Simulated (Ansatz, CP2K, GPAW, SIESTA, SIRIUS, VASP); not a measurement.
**One calculation of TiAl, 6 ways**

```
CELL_PARAMETERS angstrom
2.83730 0.00000 0.00000
0.00000 2.83730 0.00000
0.00000 0.00000 4.05910
ATOMIC_POSITIONS crystal
Ti 0.00000 0.00000 0.00000
Al 0.50000 0.50000 0.50000
```

Alike in all runs: task single point; functional PBEsol; k mesh 9 × 9 × 7; occupations fermi-dirac, width 0.05 eV; no spin polarisation; no spin-orbit coupling. Pressure is positive in compression and, in plane waves, holds the error of the finite cutoff.

```csv
program and potentials,plane-wave cutoff (eV),notes,pressure (GPa)
"VASP, PBE PAW files Al, Ti_sv, 520 eV",520,potentials made for PBE,-3.83
"SIRIUS, PseudoDojo 0.4.1 PBEsol standard (scalar relativistic)",1152,-,-3.95
"SIESTA, files PseudoDojo sr-pbesol-0.4.1-standard, DZP (energy shift 0.003 Ry; two zetas on semicore shells)",-,atomic basis,-3.53
"GPAW, PAW data sets generated for this functional",600,-,-3.96
"Ansatz, all-electron LAPW, scalar-relativistic",-,-,-3.92
"CP2K, POTENTIAL_UZH Ti GTH-PBE-q12, Al GTH-PBE-q3; TZVP-MOLOPT-PBE-GTH basis",-,atomic basis; potentials made for PBE,-2.89
```

The pressure spans -3.96 (GPAW, PAW data sets generated for this functional) to -2.89 GPa (CP2K, POTENTIAL_UZH Ti GTH-PBE-q12, Al GTH-PBE-q3; TZVP-MOLOPT-PBE-GTH basis), with all-electron results at -3.92. Rows in atomic bases carry the error of their basis and grid, which can be large.

The functional is the same throughout but for its coding, so the spread measures potentials, basis and numerics; runs on potential files found faulty are left out.
